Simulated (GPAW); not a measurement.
ZnO (zincite):

```
Zn O
1.0
     3.24931    0.00000    0.00000
    -1.62465    2.81398    0.00000
     0.00000    0.00000    5.20571
Zn O
2 2
Direct
  0.66667 0.33333 0.00000
  0.33333 0.66667 0.50000
  0.33333 0.66667 0.87901
  0.66667 0.33333 0.37901
```

```yaml
Program: GPAW 26.7.0
Task: relaxation of cell and atoms
Functional: BLYP
Potentials_or_basis: PAW data sets generated in the run's folder for this functional
Cutoff: 800 eV
Basis: pw
k_mesh: 6 × 6 × 3
Occupations: fermi-dirac, width 0.05 eV
Spin: no spin polarisation
```

At the start: pressure 7.3 GPa; volume 11.90 Å³/atom.

Task: How do energy, volume and symmetry change on relaxing?

Result: Over 4 steps the energy falls by 15.0 meV/atom and the volume is 12.54 Å³/atom (+5.4 %); space group P6_3mc (No. 186, to 0.05 Å).

The path:
```
step  energy change (eV)  largest force (eV/Å)  pressure (GPa)  volume (Å³)
   1              0.0000                0.0639            7.34        47.60
   2             -0.0126                0.0454            6.45        47.88
   3             -0.0595                0.0452            0.53        50.00
   4             -0.0601                0.0435            0.09        50.18
```

Final structure:
```
CELL_PARAMETERS angstrom
3.30178 0.00000 0.00000
-1.65089 2.85942 0.00000
0.00000 0.00000 5.31458
ATOMIC_POSITIONS crystal
Zn 0.66667 0.33333 0.99884
Zn 0.33333 0.66667 0.49885
O 0.33333 0.66667 0.88017
O 0.66667 0.33333 0.38015
```

Caveat: the k mesh is coarse; later steps reuse the first step's grids.
